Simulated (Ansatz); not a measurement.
# The polar optical mode of BaO at 25 GPa, worked through

The calculation used DFT LDA, scalar-relativistic, plane waves, PAW (Ansatz 0.2.0). Cutoff 420 eV, 10×10×10 k-points (Γ-centred), fixed occupations. No spin polarisation. Phonons by linear response, acoustic sum rule imposed.

The cell, relaxed at 25 GPa:
```
Ba O
1.0
     0.00000    2.55086    2.55086
     2.55086    0.00000    2.55086
     2.55086    2.55086    0.00000
Ba O
1 1
Direct
  0.00000 0.00000 0.00000
  0.50000 0.50000 0.50000
```

Spin–orbit coupling is left out, which matters for heavy elements. The real crystal has changed phase below this pressure. The bands were filled as in an insulator; under compression the gap may have closed between mesh points.

Linear response gives ν_TO = 149.2 cm⁻¹, Born charges ±3.071 e (positive on Ba) and ε∞ = 4.541. The primitive cell holds 33.196 Å³, and the masses are 137.327 and 15.999 amu.

Question: Find ν_LO and the static dielectric constant.

Answer: The long-wave field adds a restoring force: ω_LO² − ω_TO² = Z*²e²/(ε_vac ε∞ μV). In these units ν_LO² − ν_TO² = 4.92064×10⁷ Z*²/(μ V ε∞) cm⁻², with μ = m₁m₂/(m₁ + m₂) = 14.330 amu: 214901 cm⁻². So ν_LO = √(149.2² + 214901) = 487.0 cm⁻¹, and the run gives 487.0. Lyddane–Sachs–Teller then gives ε0 = ε∞ (ν_LO/ν_TO)² = 48.40, against 48.40 in the run (it forms both from the same three quantities, so the match checks the arithmetic only). Between ν_TO and ν_LO the dielectric function is negative and an undamped crystal reflects fully: a reststrahlen band from 20.5 to 67.0 μm.

Question: What do the Clausius–Mossotti polarisability and the Szigeti charge come to?

Answer: With the Lorentz local field, α = (3V/4π)(ε∞ − 1)/(ε∞ + 2) = 4.29 Å³ for the pair, and e_S = 3Z*/(ε∞ + 2) = 1.41 e. The Born charge includes the electrons' response to the dipole's own local field, and e_S takes that enhancement out. The Lorentz field assumes point-like polarisable ions, a poor picture once ε∞ is this large, since the electron clouds then overlap or are shared, so both numbers are formal here.

Question: How strongly does a slow electron couple to the LO mode?

Answer: For one isotropic parabolic band, Fröhlich's constant is α_F = (1/ε∞ − 1/ε0) √(m* Ry/ħω_LO), with Ry = 13.606 eV, ħω_LO = 60.4 meV and m* in free-electron masses: α_F = 0.1995 × 15.01 × √m* = 3.00 √m*. The band mass isn't part of this run; for m* = 0.1, 0.3 and 1 it gives 0.95, 1.64, 3.00. In weak coupling the polaron lies α_F ħω_LO below the band edge (99 meV at m* = 0.3) with a mass m*(1 + α_F/6); past α_F of about 5 or 6 that expansion fails. A semilocal functional's ε∞ tends to be too large, which taken alone lowers α_F.